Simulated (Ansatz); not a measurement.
## TePb: equation of state with PBE+D4

TePb:

```
Pb Te
1.0
     0.00000    3.23100    3.23100
     3.23100    0.00000    3.23100
     3.23100    3.23100    0.00000
Pb Te
1 1
Direct
  0.00000 0.00000 0.00000
  0.50000 0.50000 0.50000
```

```json
{
  "Program": "Ansatz 0.2.0",
  "Task": "equation of state",
  "Functional": "PBE",
  "Dispersion": "D4",
  "Potentials or basis": "Ansatz PAW",
  "Cutoff": "420 eV",
  "Density cutoff": "1680 eV",
  "k mesh": "7 × 7 × 7",
  "Occupations": "fermi-dirac, width 0.05 eV",
  "Spin": "no spin polarisation"
}
```

| Property | Result |
| --- | --- |
| Equilibrium volume | 33.86 Å³/atom (rough: see the caveat) |
| Bulk modulus | 33 GPa (rough) |

Energy against volume, from the lowest point:
```
volume (Å³/atom)  energy (meV/atom)
          31.706              20.53
          32.380               9.23
          33.055               2.56
          33.730               0.00
          34.404               0.98
          35.079               4.45
          35.753               7.49
```

All runs of the series together: 7.4 s on 2 threads of Arm Neoverse V1 (shared host).

Caveat: the fit is doubtful: noisy points or a state that changes with volume. The run has no spin-orbit coupling, so splittings on Pb, Te are missing.
